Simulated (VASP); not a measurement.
# PbS in VASP: further runs, part 2 of 2

VASP 6.6.1. Earlier steps stand in the parts before.

## Step 4: Single point, PBE

INCAR

```
SYSTEM = PbS
PREC = Accurate
ENCUT = 400
EDIFF = 1E-6
ISMEAR = 0
SIGMA = 0.05
LREAL = .FALSE.
LASPH = .TRUE.
NELM = 100
ALGO = Normal
ISIF = 2
LWAVE = .FALSE.
LCHARG = .FALSE.
GGA = PE
NBANDS = 12
ADDGRID = .FALSE.
```

KPOINTS

```
Automatic mesh
0
G
  4 4 4
  0 0 0
```

POSCAR

```
PbS
1.0
    4.0896976867      0.0000000000      0.0000000000
   -2.0448488433      3.5417820905      0.0000000000
    0.0000000000      0.0000000000      3.7881670000
Pb S
1 1
Direct
    0.0512430000     -0.0024510000     -0.0244300000
    0.6810560000      0.3414810000      0.4970830000
```

Potentials or basis: VASP PAW PBE potentials, release 64 (Pb, S).

The run is started by

```
cat potpaw_PBE.64/Pb/POTCAR potpaw_PBE.64/S/POTCAR > POTCAR
mpirun -np 1 vasp_std > vasp.out
```

OUTCAR:

```text
SYSTEM = PbS
   PREC = Accurate
   ENCUT = 400
   EDIFF = 1E-6
   ISMEAR = 0
   LREAL = .FALSE.
   LASPH = .TRUE.
   NELM = 100
   ISIF = 2
   GGA = PE

 Found     36 irreducible k-points:

 Following reciprocal coordinates:
            Coordinates               Weight
  0.000000  0.000000  0.000000      1.000000
  0.250000  0.000000  0.000000      2.000000
  0.000000  0.250000  0.000000      2.000000
 -0.250000  0.250000  0.000000      2.000000
  0.500000  0.000000  0.000000      1.000000
  0.000000  0.500000  0.000000      1.000000
   k-points           NKPTS =     36   k-points in BZ     NKDIM =     36   number of bands    NBANDS=     12
   number of dos      NEDOS =    301   number of ions     NIONS =      2
   total plane-waves  NPLWV =  21952
   dimension x,y,z NGX =    28 NGY =   28 NGZ =   28
   dimension x,y,z NGXF=    56 NGYF=   56 NGZF=   56
   ions per type =               1   1
   NGX,Y,Z   is equivalent  to a cutoff of  11.38, 11.38, 12.29 a.u.
   NGXF,Y,Z  is equivalent  to a cutoff of  22.76, 22.76, 24.58 a.u.
 SYSTEM =  PbS
   PREC   = accura    normal or accurate (medium, high low for compatibility)
   ISTART =      0    job   : 0-new  1-cont  2-samecut
   ICHARG =      2    charge: 1-file 2-atom 10-const
   ISPIN  =      1    spin polarized calculation?
   LNONCOLLINEAR =      F non collinear calculations
   LSORBIT =      F    spin-orbit coupling
   LASPH  =      T    aspherical Exc in radial PAW
   ENCUT  =  400.0 eV  29.40 Ry    5.42 a.u.   6.67  6.67  6.18*2*pi/ulx,y,z
   NELM   =    100;   NELMIN=  2; NELMDL= -5     # of ELM steps
   EDIFF  = 0.1E-05   stopping-criterion for ELM
   LREAL  =      F    real-space projection
   EDIFFG = 0.1E-04   stopping-criterion for IOM
   NSW    =      0    number of steps for IOM
   IBRION =     -1    ionic relax: 0-MD 1-quasi-New 2-CG
   NFREE  =      0    steps in history (QN), initial steepest desc. (CG)
   ISIF   =      2    stress and relaxation
   ISYM   =      2    0-nonsym 1-usesym 2-fastsym
   POTIM  = 0.5000    time-step for ionic-motion
   TEBEG  =    0.0;   TEEND  =   0.0 temperature during run
   PSTRESS=    0.0 pullay stress
   NELECT =      10.0000    total number of electrons
   NUPDOWN=      -1.0000    fix difference up-down
   EMIN   =  10.00;   EMAX   =-10.00  energy-range for DOS
   EFERMI =   0.00;   METHOD = LEGACY
   ISMEAR =     0;   SIGMA  =   0.05  broadening in eV -4-tet -1-fermi 0-gaus
   EFERMI_NEDOS =   21; number of points for ismear=-14 and -15
   IALGO  =     38    algorithm
   IMIX   =      4    mixing-type and parameters
     AMIX     =   0.40;   BMIX     =  1.00
     AMIX_MAG =   1.60;   BMIX_MAG =  1.00
  volume/ion in A,a.u.               =      27.44       185.14
  Fermi-wavevector in a.u.,A,eV,Ry     =   0.928170  1.753987 11.721408  0.861499
  Thomas-Fermi vector in A             =   2.054318
   LORBIT       =      0    0 simple, 1 ext, 2 COOP (PROOUT), +10 PAW based schemes
   GGA     = PE    functional components
   LHFCALC =     F    Hartree Fock is set to
   AEXX    =    0.0000 exact exchange contribution
   IVDW    =     0    specifies the selected vdW correction
   LEPSILON=     F    determine dielectric tensor
   LRPA    =     F    only Hartree local field effects (RPA)
 non-spin polarized calculation
 Gauss-broadening in eV      SIGMA  =   0.05
  energy-cutoff  :      400.00
  volume of cell :       54.87
 maximum number of plane-waves:      1014
 NGX is ok and might be reduce to    28

 number of electron      10.0000000 magnetization

 number of electron       9.9999998 magnetization

 Free energy of the ion-electron system (eV)
  ---------------------------------------------------
  ext. energy  EPLUGINS =         0.00000000
  ---------------------------------------------------
  free energy    TOTEN  =        -8.52339065 eV

  energy without entropy =       -8.52317808  energy(sigma->0) =       -8.52328436

 E-fermi :   3.9807     XC(G=0):  -9.3372

 val. band max:        3.9198353652   @ k =   0.0000   0.0000   0.5000
 cond. band min:       4.0524653536   @ k =  -0.2500   0.5000   0.5000
 fundamental gap:      0.1326299884
 Fermi energy:         3.9807376438

 k-point     1 :       0.0000    0.0000    0.0000
  band No.  band energies     occupation
      1      -9.2739      2.00000
      2      -2.5308      2.00000
      3       1.7396      2.00000
      4       1.9473      2.00000
      5       2.4878      2.00000
      6       6.9395      0.00000
      7       7.8521      0.00000
      8       9.0670      0.00000
      9      10.5332      0.00000
     10      10.9072      0.00000
     11      14.3088      0.00000
     12      15.1684      0.00000

 k-point     2 :       0.2500    0.0000    0.0000
  band No.  band energies     occupation
      1      -8.8118      2.00000
      2      -3.6170      2.00000
      3       1.7703      2.00000
      4       2.1908      2.00000
      5       2.3694      2.00000
      6       6.0692      0.00000
      7       8.2026      0.00000
      8       8.8567      0.00000
      9       9.9222      0.00000
     10      12.3473      0.00000
     11      14.5317      0.00000
     12      14.8961      0.00000

 k-point     3 :       0.0000    0.2500    0.0000
  band No.  band energies     occupation
      1      -8.8285      2.00000
      2      -3.5328      2.00000
      3       1.6793      2.00000
      4       2.1703      2.00000
      5       2.3379      2.00000
      6       5.9621      0.00000
      7       8.3662      0.00000
      8       8.9497      0.00000
      9       9.9413      0.00000
     10      12.4601      0.00000
     11      14.4462      0.00000
     12      14.8905      0.00000

 k-point     4 :      -0.2500    0.2500    0.0000
  band No.  band energies     occupation
      1      -8.8702      2.00000
      2      -3.2915      2.00000
      3       1.4752      2.00000
      4       2.0738      2.00000
      5       2.1519      2.00000
      6       5.9399      0.00000
      7       8.7006      0.00000
      8       9.1751      0.00000
      9       9.9074      0.00000
     10      12.8540      0.00000
     11      14.1278      0.00000
     12      14.8306      0.00000

 k-point     5 :       0.5000    0.0000    0.0000
  band No.  band energies     occupation
      1      -8.1403      2.00000
      2      -4.8122      2.00000
      3       1.3222      2.00000
      4       2.4272      2.00000
      5       2.8143      2.00000
      6       5.7186      0.00000
      7       7.5732      0.00000
      8       8.7145      0.00000
      9       9.6476      0.00000
     10      14.6342      0.00000
     11      14.7193      0.00000
     12      15.2221      0.00000

 k-point     6 :       0.0000    0.5000    0.0000
  band No.  band energies     occupation
      1      -8.1986      2.00000
      2      -4.6488      2.00000
      3       1.2898      2.00000
      4       2.2049      2.00000
      5       2.7449      2.00000
      6       5.7933      0.00000
      7       7.7395      0.00000
      8       8.5848      0.00000
      9       9.9124      0.00000
     10      14.5721      0.00000
     11      14.7570      0.00000
     12      15.1230      0.00000

 [... further k-points ...]

------------------------ aborting loop because EDIFF is reached ----------------------------------------

  FORCE on cell =-STRESS in cart. coord.  units (eV):
  Direction    XX          YY          ZZ          XY          YZ          ZX
  --------------------------------------------------------------------------------------
  -------------------------------------------------------------------------------------
  Total       -0.0730196     -0.0083994      0.2583338      0.0311702      0.0042475     -0.1254986
  in kB       -2.1321019     -0.2452530      7.5430975      0.9101387      0.1240223     -3.6644368
  external PRESSURE =       1.7219142 kB  Pullay stress =       0.0000000 kB

 VOLUME and BASIS-vectors are now :
 -----------------------------------------------------------------------------
  energy-cutoff  :      400.00
  volume of cell :       54.87
      direct lattice vectors                 reciprocal lattice vectors
     4.089697687  0.000000000  0.000000000     0.244516851  0.141171870  0.000000000
    -2.044848843  3.541782090  0.000000000     0.000000000  0.282343740  0.000000000
     0.000000000  0.000000000  3.788167000     0.000000000  0.000000000  0.263979914

 POSITION                                       TOTAL-FORCE (eV/Angst)
 -----------------------------------------------------------------------------------
     -1.83027      3.53310      3.69562        -0.309548      0.060758     -0.074833
      2.08704      1.20945      1.88303         0.309548     -0.060758      0.074833
 -----------------------------------------------------------------------------------
    total drift:                                0.000035      0.000082     -0.000093

  FREE ENERGIE OF THE ION-ELECTRON SYSTEM (eV)
  ---------------------------------------------------
  free  energy   TOTEN  =        -8.5233906456 eV

  energy  without entropy=       -8.5231780829  energy(sigma->0) =       -8.52328436
```

OSZICAR:

```text
N       E                     dE             d eps       ncg     rms          rms(c)
DAV:   1     0.269129823550E+02    0.26913E+02   -0.33306E+03   864   0.536E+02
DAV:   2    -0.699301400414E+01   -0.33906E+02   -0.32483E+02  1152   0.100E+02
DAV:   3    -0.913871140104E+01   -0.21457E+01   -0.21403E+01  1100   0.261E+01
DAV:   4    -0.915845873787E+01   -0.19747E-01   -0.19745E-01  1052   0.307E+00
DAV:   5    -0.915875383829E+01   -0.29510E-03   -0.29509E-03  1116   0.380E-01    0.856E+00
DAV:   6    -0.853302262976E+01    0.62573E+00   -0.24022E+00   988   0.530E+00    0.551E+00
DAV:   7    -0.852367778711E+01    0.93448E-02   -0.21329E-01  1132   0.195E+00    0.355E+00
DAV:   8    -0.852417915825E+01   -0.50137E-03   -0.35507E-02  1020   0.891E-01    0.518E-01
DAV:   9    -0.852318504014E+01    0.99412E-03   -0.93875E-03  1036   0.346E-01    0.308E-01
DAV:  10    -0.852338325968E+01   -0.19822E-03   -0.11414E-03  1060   0.152E-01    0.350E-02
DAV:  11    -0.852338437338E+01   -0.11137E-05   -0.61086E-05  1100   0.441E-02    0.349E-02
DAV:  12    -0.852338734128E+01   -0.29679E-05   -0.81383E-06  1056   0.129E-02    0.816E-03
DAV:  13    -0.852339062701E+01   -0.32857E-05   -0.43818E-06  1076   0.113E-02    0.391E-03
DAV:  14    -0.852339064555E+01   -0.18547E-07   -0.12542E-07   720   0.168E-03
   1 F= -.85233906E+01 E0= -.85232844E+01  d E =-.212563E-03
```

Run time: 8.5 s. Hardware: 1 thread of Intel Xeon 6975P-C (Granite Rapids), shared host; peak memory 0.16 GiB.

These settings aren't checked as converged: the numbers below hold their error.

What came out:

```yaml
Free_energy: -8.5234 eV
Pressure: 0.2 GPa
Largest_force: 0.324 eV/Å
Band_gap_on_the_k_mesh: 0.13 eV, indirect (least direct gap 0.92 eV)
```

Caveat: the k mesh is coarse (spacing up to 0.44 Å⁻¹), so the values aren't converged; spin-orbit coupling is left out, which as a rule narrows the gap of such compounds by several tenths of an eV.

## Step 5: For comparison

An earlier run on the cell as given: functional PBE; potentials or basis VASP PAW PBE potentials, release 64 (Pb_d, S); cutoff 520 eV; k mesh 8 × 8 × 7; occupations fermi-dirac, width 0.05 eV; no spin polarisation.

- Pressure: 0.0 GPa
- Band gap on the k mesh: 0.21 eV, indirect (least direct gap 1.65 eV)
